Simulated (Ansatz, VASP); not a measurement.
Given: the input of a run of Ansatz 0.2.0 on MgB2.

File input.yaml:

```yaml
crystal:
  lattice:
    - [3.085, 0.0, 0.0]
    - [-1.5425, 2.6716883707, 0.0]
    - [0.0, 0.0, 3.523]
  atoms:
    - { symbol: Mg, position: [0.0, 0.0, 0.0] }
    - { symbol: B, position: [0.6666666667, 0.3333333333, 0.5] }
    - { symbol: B, position: [0.3333333333, 0.6666666667, 0.5] }
hamiltonian:
  xc: pbe
  pseudopotentials: { kind: paw }
kpoints:
  mp_grid: { grid: [10, 10, 8] }
scf:
  occupations: { method: gaussian, width: 0.023 }
output:
  forces: true
  stress: true
  eigenvalues: true
```

Potentials or basis: Ansatz PAW.

Command:

```console
$ ansatz run input.yaml --threads 2 --pin off --max-ram 5632MiB --backend cpu --events-out ev --progress --plain --runs-dir out
```

Q: Translate it to VASP 6.6.1. Potentials there: VASP PAW PBE potentials, release 64 (Mg, B).

A: As run (the cutoff follows the program's own potentials):

File INCAR:

```
SYSTEM = MgB2
PREC     = Accurate       ! precision mode
ENCUT    = 520            ! plane-wave cutoff, eV
EDIFF    = 1E-6           ! SCF threshold, eV
ISMEAR   = 0              ! smearing method
SIGMA    = 0.023          ! smearing width, eV
LREAL    = .FALSE.        ! projectors in reciprocal space
LASPH    = .TRUE.         ! aspherical terms in the spheres
NELM     = 100            ! most SCF steps
ALGO     = Normal         ! electronic algorithm
ISIF     = 2              ! what is computed and relaxed
LWAVE    = .FALSE.        ! write WAVECAR
LCHARG   = .FALSE.        ! write CHGCAR
GGA      = PE             ! functional
NBANDS   = 11             ! bands
```

Contents of KPOINTS:

```
Automatic mesh
0
G
  10 10 8
  0 0 0
```

File POSCAR:

```
MgB2
1.0
    3.0850000000      0.0000000000      0.0000000000
   -1.5425000000      2.6716883707      0.0000000000
    0.0000000000      0.0000000000      3.5230000000
Mg B
1 2
Direct
    0.0000000000      0.0000000000      0.0000000000
    0.6666666667      0.3333333333      0.5000000000
    0.3333333333      0.6666666667      0.5000000000
```

Potentials or basis: VASP PAW PBE potentials, release 64 (Mg, B).

The run is started by

```bash
$ cat potpaw_PBE.64/Mg/POTCAR potpaw_PBE.64/B/POTCAR > POTCAR
$ mpirun -np 1 vasp_std > vasp.out
```

Both were run:

|  | VASP | Ansatz | Ansatz less VASP |
| --- | --- | --- | --- |
| gap on the k mesh at the Fermi level (eV) | none | none | - |
| pressure (GPa) | -1.1 | -0.9 | +0.26 |
| largest component of the traceless stress (GPa) | 0.59 | 0.47 | -0.111 |

A gap of «none» marks a metal or a gap that the smearing closes. The functional is the same, so the differences come from potentials, cutoffs and numerics. The two sets of potentials don't hold the same shells in valence.
